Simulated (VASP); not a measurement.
Runs of VASP 6.6.1 on NaH. Symmetry: Fm-3m, No. 225, cubic system. Conventional cell: a = 4.788 Å, b = 4.788 Å, c = 4.788 Å, α = 90.00°, β = 90.00°, γ = 90.00°. Around Na (site symmetry m-3m) lie 6 H at 2.39 Å. H (site symmetry m-3m) is surrounded by 6 Na at 2.39 Å. The cell is a database's computed one.

| level | potentials or basis | k mesh | cutoff (eV) | smearing | further INCAR settings | gap on the mesh (eV) | pressure (GPa) |
| --- | --- | --- | --- | --- | --- | --- | --- |
| PBEsol | VASP PAW PBE potentials, release 64 (Na_pv, H) | 8 × 8 × 8 | 520 | gaussian 0.5 eV | ALGO = Fast; EDIFF = 1e-06 | 3.61 | 0.1 |
| PBEsol | VASP PAW PBE potentials, release 64 (Na_pv, H) | 8 × 8 × 8 | 700 | gaussian 0.02 eV | ALGO = Fast; EDIFF = 1e-06 | 3.61 | 0.1 |
| PBEsol | VASP PAW PBE potentials, release 64 (Na_pv, H_h) | 8 × 8 × 8 | 900 | gaussian 0.02 eV | ALGO = Fast; EDIFF = 1e-06 | 3.61 | 0.1 |
| r2SCAN | VASP PAW PBE potentials, release 64 (Na_pv, H) | 8 × 8 × 8 | 520 | gaussian 0.02 eV | ALGO = Normal; EDIFF = 1e-06 | 4.42 | (a) |
| PBEsol | VASP PAW PBE potentials, release 64 (Na_pv, H) | 12 × 12 × 12 | 520 | gaussian 0.02 eV | ALGO = Fast; EDIFF = 1e-06 | 3.61 | 0.1 |

Alike in all rows: task single point; no spin polarisation; cell as given.

Fill in the values left out.

(a) -0.2.

Caveats: the PAW data sets were made with another functional, which shifts forces and pressure a little.

A k mesh can miss the band edges.
